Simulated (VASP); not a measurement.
WSe, 4 atoms in the cell. The cell holds a slab with vacuum, 4 atoms: a = 3.318 Å, b = 3.318 Å, c = 31.658 Å, α = 90.00°, β = 90.00°, γ = 120.00°.  The cell isn't the ideal one: the (0 0 1) slab of WSe2, cut from the database cell, not relaxed.

```yaml
Program: VASP 6.6.1
Task: relaxation of the atoms
Functional: PBE
Dispersion: dDsC
Potentials_or_basis: VASP PAW PBE potentials, release 64 (W_sv, Se)
Cutoff: 520 eV
k_mesh: 9 × 9 × 1
Occupations: gaussian, width 0.05 eV
Spin: no spin polarisation
Dipole_correction: yes
Atoms_held_fixed_from_0: "[0, 2]"
Further_INCAR_settings: ALGO = Fast; EDIFF = 1e-06; IBRION = 2; EDIFFG = -0.005; NSW = 60
```

Potentials or basis: VASP PAW PBE potentials, release 64 (W_sv, Se).

The run is started by

```bash
$ cat potpaw_PBE.64/W_sv/POTCAR potpaw_PBE.64/Se/POTCAR > POTCAR
$ mpirun -np 1 vasp_std > vasp.out
```

Hardware: 1 thread of Intel(R) Xeon(R) 6975P-C (Granite Rapids), on a shared host.

Question: How long does it take, and how much memory?

Answer: Run time: 4.3 min on 1 thread of Intel(R) Xeon(R) 6975P-C (Granite Rapids), on a shared host, peak memory 0.49 GiB. Counts: scf iterations 48, k points 12, ion steps 4.
